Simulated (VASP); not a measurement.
Write the native input for VASP 6.6.1 that does the following.

```yaml
Task: single point
Functional: PBEsol
Potentials_or_basis: VASP PAW PBE potentials, release 64 (Pd)
Cutoff: 520 eV
k_mesh: 13 × 13 × 1
Occupations: gaussian, width 0.1 eV
Spin: no spin polarisation
Dipole_correction: yes
Further_INCAR_settings: ALGO = Fast; EDIFF = 1e-06; NBANDS = 44
```

The structure of Pd lies in POSCAR:

```
Pd
1.0
    2.7400216570      0.0000000000      0.0000000000
    0.0000000000      2.7400216570      0.0000000000
    0.0000000000      0.0000000000     26.6249273655
Pd
7
Direct
    0.5000000000      0.5000000000      0.2816909093
    0.0000000000      0.0000000000      0.3544606062
    0.5000000000      0.5000000000      0.4272303031
    0.0000000000      0.0000000000      0.5000000000
    0.5000000000      0.5000000000      0.5727696969
    0.0000000000      0.0000000000      0.6455393938
    0.5000000000      0.5000000000      0.7183090907
```

The slab is cut from a database's or a generator's crystal, which needn't be the stable form of the element.

The cell isn't the ideal one: (1 0 0) slab cut from the bulk.

The input as run:

INCAR

```
ALGO = Fast
DIPOL = 0.5 0.5 0.500
EDIFF = 1E-6
ENCUT = 520
GGA = PS
IDIPOL = 3
ISIF = 2
ISMEAR = 0
LASPH = T
LCHARG = T
LDIPOL = T
LELF = T
LREAL = F
LVACPOTAV = T
LVHAR = T
LWAVE = F
NBANDS = 44
NELM = 80
PREC = Accurate
SIGMA = 0.1
```

KPOINTS

```
k-points
0
Gamma
  13 13 1
```

Potentials or basis: VASP PAW PBE potentials, release 64 (Pd).

Run with:

```sh
$ cat potpaw_PBE.64/Pd/POTCAR > POTCAR
$ mpirun -np 1 vasp_std > vasp.out
```

Results of the run:

- Largest force: 0.166 eV/Å
- Band gap on the k mesh: none (metal or under the smearing width)
- Work function of the upper face: 5.25 eV
- Work function of the lower face: 5.25 eV

Caveat: the PAW data sets were made with another functional, which shifts forces and pressure a little.

Wall time 6.8 min on 1 thread of Intel(R) Xeon(R) Platinum 8259CL CPU @ 2.50GHz (Skylake/Cascade Lake), with other jobs on the host, peak memory 0.37 GiB.
